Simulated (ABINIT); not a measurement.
# TiC (P1) in ABINIT: convergence with tolvrs

Aim: find how far tolvrs must go before the results for TiC settle, at PBEsol. This setting moves, with any that are tied to it; all else stays.

Everything below comes from runs of ABINIT 10.8.3 (patched build). Logs are shortened: lines on timing, memory, paths and dates and some standing lists are left out, and cuts for length are marked. The log counts tension as positive stress, the text compression.

### 1 The cell of the first run

The typed cell holds 2 atoms: a = 3.063 Å, b = 3.063 Å, c = 3.063 Å, α = 60.00°, β = 60.00°, γ = 60.00°.

The cell is a database's computed one.

The cell isn't the ideal one: atoms moved at random, drawn with an rms of 0.05 Å.

### 2 With tolvrs 0.01

Contents of run.abi:

```
# Pseudopotentials
pp_dirpath "./"
pseudos "Ti.GGA_PBE-JTH.xml, C.GGA_PBE-JTH.xml"

# Structure
acell 5.7878323139 5.7878323139 5.7878323139
rprim
     0.0000000000     0.7071067812     0.7071067812
     0.7071067812     0.0000000000     0.7071067812
     0.7071067812     0.7071067812     0.0000000000
ntypat 2
znucl 22 6
natom 2
typat 1 2
xred
    -0.0179180000     0.0215340000    -0.0071780000
     0.4843900000     0.5074340000     0.5141740000
chkprim 0
chksymtnons 0
tolsym 1.0e-6

# Plane-wave basis
ecut 19.0
pawecutdg 38.0
pawxcdev 0

# k points
kptopt 1
ngkpt 11 11 11
nshiftk 1
shiftk 0.0 0.0 0.0

# Exchange and correlation
ixc -116133

# Bands and occupations
nband 12
occopt 6
tsmear 0.00183747

# SCF cycle
nstep 100
tolvrs 0.01

# Output
iomode 3
prtwf 0
prtden 0
prteig 0
prtebands 0
enunit 1
```

Potentials or basis: JTH PAW PBE v2.0.

Started as:

```console
abinit run.abi > log 2>&1
```

run.abo:

```text
.Version 10.8.3 of ABINIT
 Symmetries : space group P1 (#  1); Bravais aP (primitive triclinic)
================================================================================
 Values of the parameters that define the memory need of the present run
     intxc =       0    ionmov =       0      iscf =      17    lmnmax =      18
     lnmax =       6     mgfft =      24  mpssoang =       3    mqgrid =    3001
     natom =       2  nloc_mem =       2    nspden =       1   nspinor =       1
    nsppol =       1      nsym =       1    n1xccc =       1    ntypat =       2
    occopt =       6   xclevel =       2
       mpw =         556          nfft =       13824          nkpt =         666
 PAW method is used; the additional fine FFT grid is defined by:
   mgfftf=        36    nfftf =     46656
================================================================================
================================================================================

--------------------------------------------------------------------------------
------------- Echo of variables that govern the present computation ------------
--------------------------------------------------------------------------------
 -outvars: echo values of preprocessed input variables --------
            acell      5.7878323139E+00  5.7878323139E+00  5.7878323139E+00 Bohr
              amu      4.78800000E+01  1.20110000E+01
          chkprim           0
      chksymtnons           0
             ecut      1.90000000E+01 Hartree
           enunit           1
                       outvar_i_n : Printing only first  50 k-points.
              ixc     -116133
                       outvar_i_n : Printing only first  50 k-points.
         kptrlatt       11    0    0      0   11    0      0    0   11
          kptrlen      6.36661555E+01
            natom           2
            nband          12
            ngfft          24      24      24
          ngfftdg          36      36      36
[... 183 lines left out ...]
hartree             :  1.07742498437115E+01
xc                  : -5.38790076231480E+00
Ewald energy        : -5.11922762519088E+01
psp_core            :  3.48593686947245E+00
local_psp           : -3.36608805734835E+01
PAW spherical_terms :  5.73547611238844E-01
internal            : -6.43850786347825E+01
'-kT*entropy'       :  5.18593500049242E-07
total_energy        : -6.43850781161890E+01
total_energy_eV     : -1.75200722909728E+03
...

--- !EnergyTermsDC
iteration_state     : {dtset: 1, }
comment             : '"Double-counting" decomposition of free energy'
band_energy         : -7.45887367767857E+00
Ewald energy        : -5.11922762519088E+01
psp_core            :  3.48593686947245E+00
xc_dc               : -1.02610801026679E+01
PAW spherical_terms :  1.03962865546556E+00
internal            : -6.43866645073173E+01
'-kT*entropy'       :  5.18593500049242E-07
total_energy_dc     : -6.43866639887238E+01
total_energy_dc_eV  : -1.75205038288736E+03
...

--- !EnergyTermsWithPAWCore
iteration_state     : {dtset: 1, }
comment             : 'Components of total free energy, including PAW core contributions'
Total energy        : -8.90874837256602E+02
Total energy DC     : -8.90876423129137E+02
Total energy (eV)   : -2.42419392934149E+04
Total energy DC (eV): -2.42419824472049E+04
...

 Cartesian components of stress tensor (hartree/bohr^3)
  sigma(1 1)=  3.09066961E-04  sigma(3 2)= -3.49271501E-06
  sigma(2 2)=  2.87783064E-04  sigma(3 1)= -3.24958909E-06
  sigma(3 3)=  3.06868243E-04  sigma(2 1)=  3.09883182E-06

-Cartesian components of stress tensor (GPa)         [Pressure= -8.8628E+00 GPa]
- sigma(1 1)=  9.09306393E+00  sigma(3 2)= -1.02759223E-01
- sigma(2 2)=  8.46687006E+00  sigma(3 1)= -9.56062117E-02
- sigma(3 3)=  9.02837543E+00  sigma(2 1)=  9.11707798E-02

== END DATASET(S) ==============================================================
================================================================================

 -outvars: echo values of variables after computation  --------
            acell      5.7878323139E+00  5.7878323139E+00  5.7878323139E+00 Bohr
           etotal     -6.4386663989E+01
            fcart      3.0482559178E-03  9.4217266837E-03 -4.8497489263E-03
                      -3.0482559178E-03 -9.4217266837E-03  4.8497489263E-03
            rprim      0.0000000000E+00  7.0710678120E-01  7.0710678120E-01
                       7.0710678120E-01  0.0000000000E+00  7.0710678120E-01
                       7.0710678120E-01  7.0710678120E-01  0.0000000000E+00
           strten      3.0906696110E-04  2.8778306406E-04  3.0686824346E-04
                      -3.4927150101E-06 -3.2495890859E-06  3.0988318194E-06
           xangst      3.1091059700E-02 -5.4350880066E-02  7.8312393336E-03
                       2.2125156950E+00  2.1626088700E+00  2.1480119250E+00
             xred     -1.7918000000E-02  2.1534000000E-02 -7.1780000000E-03
                       4.8439000000E-01  5.0743400000E-01  5.1417400000E-01
 Calculation completed.
```

Wall time 81 s (1 thread of Arm Neoverse V1, shared host); peak memory 0.26 GiB.

What came out:

```yaml
Free_energy: -1752.0504 eV
Pressure: -8.9 GPa
Largest_force: 0.567 eV/Å
Band_gap_on_the_k_mesh: none (metal or under the smearing width)
Valence_electrons_inside_the_program's_atomic_spheres: Ti 10.37; C 2.40
```

### 3 With tolvrs 0.001

Changes to run.abi since step 2:

```diff
@@ -42,3 +42,3 @@
 nstep 100
-tolvrs 0.01
+tolvrs 0.001
```

Potentials or basis: JTH PAW PBE v2.0.

Started as:

```console
abinit run.abi > log 2>&1
```

Wall time 92 s (1 thread of Arm Neoverse V1, shared host); peak memory 0.26 GiB.

The run converged. Its results:

```yaml
Free_energy: -1752.0501 eV
Pressure: -5.3 GPa
Largest_force: 0.567 eV/Å
Band_gap_on_the_k_mesh: none (metal or under the smearing width)
Valence_electrons_inside_the_program's_atomic_spheres: Ti 10.37; C 2.40
```

### 4 With tolvrs 0.0001

Changes to run.abi since step 3:

```diff
@@ -42,3 +42,3 @@
 nstep 100
-tolvrs 0.001
+tolvrs 0.0001
```

Started as:

```console
abinit run.abi > log 2>&1
```

Run time: 92 s. Hardware: 1 thread of Arm Neoverse V1, shared host; peak memory 0.26 GiB.

The run converged. Its results:

| Property | Result |
| --- | --- |
| Free energy | -1752.0501 eV |
| Pressure | -5.3 GPa |
| Largest force | 0.567 eV/Å |
| Band gap on the k mesh | none (metal or under the smearing width) |
| Valence electrons inside the program's atomic spheres | Ti 10.37; C 2.40 |

### 5 With tolvrs 1e-05

Changes to run.abi since step 4:

```diff
@@ -42,3 +42,3 @@
 nstep 100
-tolvrs 0.0001
+tolvrs 1.0e-5
```

Started as:

```console
abinit run.abi > log 2>&1
```

It took 1.9 min on 1 thread of Arm Neoverse V1, shared host; peak memory 0.26 GiB.

The run converged. Its results:

- Free energy: -1752.0501 eV
- Pressure: -5.5 GPa
- Largest force: 0.567 eV/Å
- Band gap on the k mesh: none (metal or under the smearing width)
- Valence electrons inside the program's atomic spheres: Ti 10.37; C 2.40

### 6 With tolvrs 1e-06

Changes to run.abi since step 5:

```diff
@@ -42,3 +42,3 @@
 nstep 100
-tolvrs 1.0e-5
+tolvrs 1.0e-6
```

Potentials or basis: JTH PAW PBE v2.0.

Started as:

```console
abinit run.abi > log 2>&1
```

It took 2 min on 1 thread of Arm Neoverse V1, shared host; peak memory 0.26 GiB.

The run converged. Its results:

- Free energy: -1752.0501 eV
- Pressure: -5.6 GPa
- Largest force: 0.566 eV/Å
- Band gap on the k mesh: none (metal or under the smearing width)
- Valence electrons inside the program's atomic spheres: Ti 10.37; C 2.40

### 7 With tolvrs 1e-08

Changes to run.abi since step 6:

```diff
@@ -42,3 +42,3 @@
 nstep 100
-tolvrs 1.0e-6
+tolvrs 1.0e-8
```

Started as:

```console
abinit run.abi > log 2>&1
```

It took 2.2 min on 1 thread of Arm Neoverse V1, shared host; peak memory 0.26 GiB.

Results (log left out):

```yaml
Free_energy: -1752.0501 eV
Pressure: -5.6 GPa
Largest_force: 0.566 eV/Å
Band_gap_on_the_k_mesh: none (metal or under the smearing width)
Valence_electrons_inside_the_program's_atomic_spheres: Ti 10.37; C 2.40
```

### 8 With tolvrs 1e-10

Changes to run.abi since step 7:

```diff
@@ -42,3 +42,3 @@
 nstep 100
-tolvrs 1.0e-8
+tolvrs 1.0e-10
```

Started as:

```console
abinit run.abi > log 2>&1
```

It took 2.6 min on 1 thread of Arm Neoverse V1, shared host; peak memory 0.26 GiB.

Results (log left out):

```yaml
Free_energy: -1752.0501 eV
Pressure: -5.6 GPa
Largest_force: 0.566 eV/Å
Band_gap_on_the_k_mesh: none (metal or under the smearing width)
Valence_electrons_inside_the_program's_atomic_spheres: Ti 10.37; C 2.40
```

### 9 With tolvrs 1e-13

Changes to run.abi since step 8:

```diff
@@ -42,3 +42,3 @@
 nstep 100
-tolvrs 1.0e-10
+tolvrs 1.0e-13
```

Potentials or basis: JTH PAW PBE v2.0.

Started as:

```console
abinit run.abi > log 2>&1
```

Run time: 3.1 min. Hardware: 1 thread of Arm Neoverse V1, shared host; peak memory 0.26 GiB.

It converged, with:

* Free energy: -1752.0501 eV
* Pressure: -5.6 GPa
* Largest force: 0.566 eV/Å
* Band gap on the k mesh: none (metal or under the smearing width)
* Valence electrons inside the program's atomic spheres: Ti 10.37; C 2.40

### 10 The series at a glance

```
tolvrs  energy less the tightest run (meV/atom)  pressure (GPa)  SCF cycles  CPU time (s)  peak memory (GiB)
  0.01                                    -0.12           -8.86           6            81               0.26
 0.001                                     0.00           -5.34           7            92               0.26
0.0001                                     0.00           -5.34           7            92               0.26
 1e-05                                     0.00           -5.54           9           110               0.26
 1e-06                                     0.00           -5.59          10           120               0.26
 1e-08                                     0.00           -5.60          11           130               0.26
 1e-10                                     0.00           -5.60          13           160               0.26
 1e-13                                     0.00           -5.60          16           190               0.26
```

Against the tightest run, the energy stays within 1 meV/atom from 0.01 on; the pressure stays within 0.1 GPa from 1e-05 on. The tightest run that finished is the yardstick and may itself not be fully converged.

Caveats: the PAW data sets were made with another functional, which shifts forces and pressure a little.
